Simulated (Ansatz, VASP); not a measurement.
# Two plane-wave programs on FeNi

```
Fe Ni
1.0
     2.51218    0.00000    0.00000
     0.00000    2.51218    0.00000
     0.00000    0.00000    3.53076
Fe Ni
1 1
Direct
  0.00000 0.00000 0.00000
  0.50000 0.50000 0.50000
```

The cell is a database's computed one.

Alike in both runs: task single point; functional PBEsol; k mesh 8 × 8 × 6; occupations gaussian, width 0.1 eV; collinear spin.

|  | VASP | Ansatz |
| --- | --- | --- |
| version | VASP 6.6.1 | Ansatz 0.2.0 |
| potentials or method | VASP PAW PBE potentials, release 64 (Fe, Ni) | scalar-relativistic, plane waves, PAW |
| plane-wave cutoff (eV) | 520 | 420 |
| valence electrons in the cell | 18 | 34 |

Ansatz gave:

| Item | Value |
| --- | --- |
| gap on the k mesh at the Fermi level (eV) | none |
| pressure (GPa) | -6.3 |
| largest component of the traceless stress (GPa) | 0.79 |
| net moment per atom (μB) | 1.65 |
| size of the moment on the site where the two differ most (μB) | 0.71 |

**Question.** Estimate VASP's values.

**Answer.** gap on the k mesh at the Fermi level (eV): none; pressure (GPa): -6.1; largest component of the traceless stress (GPa): 0.80; net moment per atom (μB): 1.65; size of the moment on the site where the two differ most (μB): 0.65.

Site moments also hang on the region over which each program counts them. A gap of «none» marks a metal or a gap that the smearing closes. The two sets of potentials don't hold the same shells in valence.

Caveats: the PAW data sets were made with another functional, which shifts forces and pressure a little (VASP).
